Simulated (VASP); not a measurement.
# InAs (Fm-3m) in VASP: further runs

The runs below take InAs through single point, with PBE.

Program: VASP 6.6.1. These are calculated values, not measurements. Logs are shortened: lines on timing, memory, paths and dates and some standing lists are left out, and cuts for length are marked.

## (1) Starting point

Symmetry: Fm-3m, No. 225, cubic system. The conventional cell has a = 5.755 Å, b = 5.755 Å, c = 5.755 Å, α = 90.00°, β = 90.00°, γ = 90.00°. In (site symmetry m-3m) has 6 As at 2.88 Å as nearest neighbours. As (site symmetry m-3m) is surrounded by 6 In at 2.88 Å.

Measurements of this composition are mostly on another form, of space group No. 216.

## (2) Single point, PBE, spin-orbit coupling, no magnetisation

Input file INCAR:

```
ALGO = Normal ; EDIFF = 1E-7
ENCUT = 280 ; GGA = PE
GGA_COMPAT = F ; ISIF = 2
ISMEAR = 0 ; LASPH = T
LCHARG = F ; LORBIT = 11
LREAL = F ; LSORBIT = T
LWAVE = F ; MAGMOM = 0 0 0 0 0 0
NBANDS = 34 ; NELM = 100
PREC = Accurate ; SIGMA = 0.02
```

Input file KPOINTS:

```
k-points
0
Gamma
  6 6 6
```

Input file POSCAR:

```
InAs
1.0
    0.0000000000      2.8773040000      2.8773040000
    2.8773040000      0.0000000000      2.8773040000
    2.8773040000      2.8773040000      0.0000000000
In As
1 1
Direct
    0.5000000000      0.5000000000      0.5000000000
    0.0000000000      0.0000000000      0.0000000000
```

Potentials or basis: VASP PAW PBE potentials, release 64 (In_d, As).

Command:

```console
$ cat potpaw_PBE.64/In_d/POTCAR potpaw_PBE.64/As/POTCAR > POTCAR
$ mpirun -np 1 vasp_ncl > vasp.out
```

OUTCAR:

```text
EDIFF = 1E-7
   ENCUT = 280
   GGA = PE
   ISIF = 2
   ISMEAR = 0
   LASPH = T
   LORBIT = 11
   LREAL = F
   LSORBIT = T
   NELM = 100
   PREC = Accurate

 Found     16 irreducible k-points:

 Following reciprocal coordinates:
            Coordinates               Weight
  0.000000  0.000000  0.000000      1.000000
  0.166667  0.000000  0.000000      8.000000
  0.333333  0.000000  0.000000      8.000000
  0.500000  0.000000  0.000000      4.000000
  0.166667  0.166667  0.000000      6.000000
  0.333333  0.166667  0.000000     24.000000
   k-points           NKPTS =     16   k-points in BZ     NKDIM =     16   number of bands    NBANDS=     34
   number of dos      NEDOS =    301   number of ions     NIONS =      2
   total plane-waves  NPLWV =  13824
   dimension x,y,z NGX =    24 NGY =   24 NGZ =   24
   dimension x,y,z NGXF=    48 NGYF=   48 NGZF=   48
   ions per type =               1   1
   NGX,Y,Z   is equivalent  to a cutoff of   9.81,  9.81,  9.81 a.u.
   NGXF,Y,Z  is equivalent  to a cutoff of  19.61, 19.61, 19.61 a.u.
 SYSTEM =  unknown system
   PREC   = accura    normal or accurate (medium, high low for compatibility)
   ISTART =      0    job   : 0-new  1-cont  2-samecut
   ICHARG =      2    charge: 1-file 2-atom 10-const
   ISPIN  =      1    spin polarized calculation?
   LNONCOLLINEAR =      T non collinear calculations
   LSORBIT =      T    spin-orbit coupling
   LASPH  =      T    aspherical Exc in radial PAW
   ENCUT  =  280.0 eV  20.58 Ry    4.54 a.u.   5.55  5.55  5.55*2*pi/ulx,y,z
   NELM   =    100;   NELMIN=  2; NELMDL= -5     # of ELM steps
   EDIFF  = 0.1E-06   stopping-criterion for ELM
   LREAL  =      F    real-space projection
   EDIFFG = 0.1E-05   stopping-criterion for IOM
   NSW    =      0    number of steps for IOM
   IBRION =     -1    ionic relax: 0-MD 1-quasi-New 2-CG
   NFREE  =      0    steps in history (QN), initial steepest desc. (CG)
   ISIF   =      2    stress and relaxation
   ISYM   =      2    0-nonsym 1-usesym 2-fastsym
   POTIM  = 0.5000    time-step for ionic-motion
   TEBEG  =    0.0;   TEEND  =   0.0 temperature during run
   PSTRESS=    0.0 pullay stress
   NELECT =      18.0000    total number of electrons
   NUPDOWN=      -1.0000    fix difference up-down
   EMIN   =  10.00;   EMAX   =-10.00  energy-range for DOS
   EFERMI =   0.00;   METHOD = LEGACY
   ISMEAR =     0;   SIGMA  =   0.02  broadening in eV -4-tet -1-fermi 0-gaus
   EFERMI_NEDOS =   21; number of points for ismear=-14 and -15
   IALGO  =     38    algorithm
   IMIX   =      4    mixing-type and parameters
     AMIX     =   0.40;   BMIX     =  1.00
     AMIX_MAG =   1.60;   BMIX_MAG =  1.00
  volume/ion in A,a.u.               =      23.82       160.75
  Fermi-wavevector in a.u.,A,eV,Ry     =   1.183505  2.236499 19.057448  1.400683
  Thomas-Fermi vector in A             =   2.319738
   LORBIT       =     11    0 simple, 1 ext, 2 COOP (PROOUT), +10 PAW based schemes
   GGA     = PE    functional components
   LHFCALC =     F    Hartree Fock is set to
   AEXX    =    0.0000 exact exchange contribution
   IVDW    =     0    specifies the selected vdW correction
   LEPSILON=     F    determine dielectric tensor
   LRPA    =     F    only Hartree local field effects (RPA)
 Gauss-broadening in eV      SIGMA  =   0.02
  energy-cutoff  :      280.00
  volume of cell :       47.64
 maximum number of plane-waves:      1062
 NGX is ok and might be reduce to    24
   NGX = 11   NGY = 11   NGZ = 11

 number of electron      18.0000000 magnetization       0.0000000      0.0000000      0.0000000

 number of electron      17.9999988 magnetization      -0.0000000     -0.0000000     -0.0000000

 number of electron      17.9999988 magnetization      -0.0000000      0.0000000     -0.0000000

 number of electron      17.9999988 magnetization       0.0000000     -0.0000000      0.0000000

 Free energy of the ion-electron system (eV)
  ---------------------------------------------------
  ext. energy  EPLUGINS =         0.00000000
  ---------------------------------------------------
  free energy    TOTEN  =        -7.39250395 eV

  energy without entropy =       -7.39140160  energy(sigma->0) =       -7.39195278

 E-fermi :   5.9170     XC(G=0): -10.0940

 val. band max:        5.9060440788   @ k =  -0.3333   0.1667   0.0000
 cond. band min:       6.0145051009   @ k =   0.5000   0.0000   0.0000
 fundamental gap:      0.1084610221
 Fermi energy:         5.9170109856

 k-point     1 :       0.0000    0.0000    0.0000
  band No.  band energies     occupation
      1      -8.8586      1.00000
      2      -8.8586      1.00000
      3      -8.8586      1.00000
      4      -8.8586      1.00000
      5      -8.0115      1.00000
      6      -8.0115      1.00000
[... 22 lines left out ...]
     29      13.6405      0.00000
     30      13.6405      0.00000

 k-point     2 :       0.1667    0.0000    0.0000
  band No.  band energies     occupation
      1      -8.8618      1.00000
      2      -8.8618      1.00000
      3      -8.8548      1.00000
      4      -8.8548      1.00000
      5      -8.0225      1.00000
      6      -8.0225      1.00000
[... 22 lines left out ...]
     29      13.8994      0.00000
     30      13.8994      0.00000

 k-point     3 :       0.3333    0.0000    0.0000
  band No.  band energies     occupation
      1      -8.8691      1.00000
      2      -8.8691      1.00000
      3      -8.8486      1.00000
      4      -8.8486      1.00000
      5      -8.0450      1.00000
      6      -8.0450      1.00000
[... 22 lines left out ...]
     29      15.6733      0.00000
     30      15.6733      0.00000

 k-point     4 :       0.5000    0.0000    0.0000
  band No.  band energies     occupation
      1      -8.8732      1.00000
      2      -8.8732      1.00000
      3      -8.8462      1.00000
      4      -8.8462      1.00000
      5      -8.0562      1.00000
      6      -8.0562      1.00000
[... 22 lines left out ...]
     29      17.7045      0.00000
     30      17.7045      0.00000

 k-point     5 :       0.1667    0.1667    0.0000
  band No.  band energies     occupation
      1      -8.8649      1.00000
      2      -8.8649      1.00000
      3      -8.8556      1.00000
      4      -8.8556      1.00000
      5      -8.0316      1.00000
      6      -8.0316      1.00000
[... 22 lines left out ...]
     29      15.4310      0.00000
     30      15.4310      0.00000

 k-point     6 :       0.3333    0.1667    0.0000
  band No.  band energies     occupation
      1      -8.8761      1.00000
      2      -8.8761      1.00000
      3      -8.8526      1.00000
      4      -8.8526      1.00000
      5      -8.0555      1.00000
      6      -8.0555      1.00000
[... 22 lines left out ...]
     29      16.4104      0.00000
     30      16.4104      0.00000

 [... further k-points ...]

 [bands above 30 left out]

------------------------ aborting loop because EDIFF is reached ----------------------------------------

  FORCE on cell =-STRESS in cart. coord.  units (eV):
  Direction    XX          YY          ZZ          XY          YZ          ZX
  --------------------------------------------------------------------------------------
  -------------------------------------------------------------------------------------
  Total       -0.0417353     -0.0417353     -0.0417353      0.0000000      0.0000000     -0.0000000
  in kB       -1.4035459     -1.4035459     -1.4035459      0.0000000      0.0000000     -0.0000000
  external PRESSURE =      -1.4035459 kB  Pullay stress =       0.0000000 kB

 VOLUME and BASIS-vectors are now :
 -----------------------------------------------------------------------------
  energy-cutoff  :      280.00
  volume of cell :       47.64
      direct lattice vectors                 reciprocal lattice vectors
     0.000000000  2.877304000  2.877304000    -0.173773783  0.173773783  0.173773783
     2.877304000  0.000000000  2.877304000     0.173773783 -0.173773783  0.173773783
     2.877304000  2.877304000  0.000000000     0.173773783  0.173773783 -0.173773783

 POSITION                                       TOTAL-FORCE (eV/Angst)
 -----------------------------------------------------------------------------------
      2.87730      2.87730      2.87730         0.000000      0.000000      0.000000
      0.00000      0.00000      0.00000        -0.000000     -0.000000     -0.000000
 -----------------------------------------------------------------------------------
    total drift:                               -0.000000     -0.000000     -0.000000

  FREE ENERGIE OF THE ION-ELECTRON SYSTEM (eV)
  ---------------------------------------------------
  free  energy   TOTEN  =        -7.3925039547 eV

  energy  without entropy=       -7.3914015955  energy(sigma->0) =       -7.39195278

 Spin-Orbit-Coupling matrix elements

 Ion:    1  E_soc:     -0.0668486
 l=   1
     0.0000000    -0.0050257    -0.0050257
    -0.0050257     0.0000000    -0.0050257
    -0.0050257    -0.0050257     0.0000000
 l=   2
     0.0000000    -0.0012473     0.0000000    -0.0012473    -0.0048685
    -0.0012473     0.0000000    -0.0036514    -0.0012473    -0.0012171
     0.0000000    -0.0036514     0.0000000    -0.0036514     0.0000000
    -0.0012473    -0.0012473    -0.0036514     0.0000000    -0.0012171
    -0.0048685    -0.0012171     0.0000000    -0.0012171     0.0000000
 l=   3
     0.0000000     0.0000000     0.0000000     0.0000000     0.0000000     0.0000000     0.0000000
     0.0000000     0.0000000     0.0000000     0.0000000     0.0000000     0.0000000     0.0000000
     0.0000000     0.0000000     0.0000000     0.0000000     0.0000000     0.0000000     0.0000000
     0.0000000     0.0000000     0.0000000     0.0000000     0.0000000     0.0000000     0.0000000
     0.0000000     0.0000000     0.0000000     0.0000000     0.0000000     0.0000000     0.0000000
     0.0000000     0.0000000     0.0000000     0.0000000     0.0000000     0.0000000     0.0000000
     0.0000000     0.0000000     0.0000000     0.0000000     0.0000000     0.0000000     0.0000000

 Ion:    2  E_soc:     -0.0349370
 l=   1
     0.0000000    -0.0058249    -0.0058249
    -0.0058249     0.0000000    -0.0058249
    -0.0058249    -0.0058249     0.0000000
 l=   2
     0.0000000    -0.0000008     0.0000000    -0.0000008     0.0000028
    -0.0000008     0.0000000     0.0000021    -0.0000008     0.0000007
     0.0000000     0.0000021     0.0000000     0.0000021     0.0000000
    -0.0000008    -0.0000008     0.0000021     0.0000000     0.0000007
     0.0000028     0.0000007     0.0000000     0.0000007     0.0000000
 l=   3
     0.0000000     0.0000000     0.0000000     0.0000000     0.0000000     0.0000000     0.0000000
     0.0000000     0.0000000     0.0000000     0.0000000     0.0000000     0.0000000     0.0000000
     0.0000000     0.0000000     0.0000000     0.0000000     0.0000000     0.0000000     0.0000000
     0.0000000     0.0000000     0.0000000     0.0000000     0.0000000     0.0000000     0.0000000
     0.0000000     0.0000000     0.0000000     0.0000000     0.0000000     0.0000000     0.0000000
     0.0000000     0.0000000     0.0000000     0.0000000     0.0000000     0.0000000     0.0000000
     0.0000000     0.0000000     0.0000000     0.0000000     0.0000000     0.0000000     0.0000000

 total charge

# of ion       s       p       d       tot
------------------------------------------
    1        0.882   0.556   9.868  11.306
    2        1.265   1.440   0.023   2.728
--------------------------------------------------
tot          2.146   1.996   9.891  14.033

 magnetization (x)

# of ion       s       p       d       tot
------------------------------------------
    1        0.000   0.000   0.000   0.000
    2       -0.000   0.000  -0.000  -0.000
--------------------------------------------------
tot          0.000   0.000  -0.000   0.000

 magnetization (y)

# of ion       s       p       d       tot
------------------------------------------
    1       -0.000  -0.000   0.000  -0.000
    2       -0.000  -0.000   0.000  -0.000
--------------------------------------------------
tot         -0.000  -0.000   0.000  -0.000

 magnetization (z)

# of ion       s       p       d       tot
------------------------------------------
    1       -0.000   0.000   0.000  -0.000
    2        0.000   0.000  -0.000   0.000
--------------------------------------------------
tot         -0.000   0.000  -0.000  -0.000
```

Wall time 18 s (1 thread of AMD EPYC 9R45 (Zen 5), shared host); peak memory 0.16 GiB.

The run converged, but some of its settings lie outside the range that counts as converged, so its numbers aren't taken as properties of the crystal.

What came out:

| Item | Value |
| --- | --- |
| Free energy | -7.3925 eV |
| Pressure | -0.1 GPa |
| Valence electrons inside the program's atomic spheres | In 11.31; As 2.73 |

Caveat: the cutoff is under 1.25 times the usual one of these potentials, so pressure, stress and relaxed cells hold a basis-set (Pulay) error.

## (3) Single point, PBE, spin-orbit coupling, no magnetisation

Edit INCAR of step 2 so:

```diff
@@ -1,3 +1,3 @@
 ALGO = Normal ; EDIFF = 1E-7
-ENCUT = 280 ; GGA = PE
+ENCUT = 460 ; GGA = PE
 GGA_COMPAT = F ; ISIF = 2
```

Input file KPOINTS:

```
k-points
0
Gamma
  5 5 5
```

POSCAR is that of step 2.

Potentials or basis: VASP PAW PBE potentials, release 64 (In_d, As).

Command:

```console
$ cat potpaw_PBE.64/In_d/POTCAR potpaw_PBE.64/As/POTCAR > POTCAR
$ mpirun -np 1 vasp_ncl > vasp.out
```

It took 23 s on 1 thread of AMD EPYC 9R45 (Zen 5), shared host; peak memory 0.21 GiB.

The run converged, but some of its settings lie outside the range that counts as converged, so its numbers aren't taken as properties of the crystal.

What came out:

```
Free energy                                           : -7.3515 eV
Pressure                                              : 0.1 GPa
Valence electrons inside the program's atomic spheres : In 11.30; As 2.74
```

Caveat: the k mesh is coarse (spacing up to 0.38 Å⁻¹), so the values aren't converged.

## (4) For comparison

An earlier run on the cell as given: functional PBE; potentials or basis VASP PAW PBE potentials, release 64 (In_d, As); cutoff 520 eV; k mesh 8 × 8 × 8; occupations fermi-dirac, width 0.05 eV; no spin polarisation.

* Pressure: 0.0 GPa
* Band gap on the k mesh: none (metal or under the smearing width)
